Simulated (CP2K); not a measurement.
# InPd under changes of volume

One of the cells (17.513 Å³/atom); the others are scaled copies at fixed shape and fractional positions:

```
In Pd
1.0
     3.27188    0.00000    0.00000
     0.00000    3.27188    0.00000
     0.00000    0.00000    3.27188
In Pd
1 1
Direct
  0.00000 0.00000 0.00000
  0.50000 0.50000 0.50000
```

The cell comes from a database or a generator and needn't be the stable form of this composition.

| Item | Value |
| --- | --- |
| Program | CP2K 2026.2 |
| Functional | r2SCAN |
| Potentials or basis | POTENTIAL_UZH In GTH-SCAN-q13, Pd GTH-SCAN-q18; TZVP-MOLOPT-SCAN-GTH basis |
| Density cutoff | 9184 eV |
| k mesh | 8 × 8 × 8 |
| Occupations | fermi-dirac, width 0.1 eV |
| Spin | no spin polarisation |

```csv
volume (Å³/atom),energy over the lowest point (meV/atom),pressure (GPa)
16.462,52.70,13.2
16.813,28.32,9.2
17.163,12.07,5.8
17.513,?,?
17.863,0.00,0.1
18.214,2.55,-2.2
18.564,9.90,-4.2
```

What does the run at 17.513 Å³/atom give?

Energy over the lowest point 2.92 meV/atom; pressure 2.8 GPa.

Worked out: A Birch-Murnaghan fit of order 3 (a polynomial in V^(-2/3)) to the other rows has its minimum at 17.87 Å³/atom with B0 = V·E''(V) = 127 GPa and B' = 5.6. It gives 2.92 meV/atom at 17.513 Å³/atom, against the run's 2.92, and -dE/dV = 2.7 GPa, against 2.8.

Energies are extrapolated to zero smearing.

Caveats: the basis of atomic orbitals isn't converged, which shifts pressures, moduli and gaps.
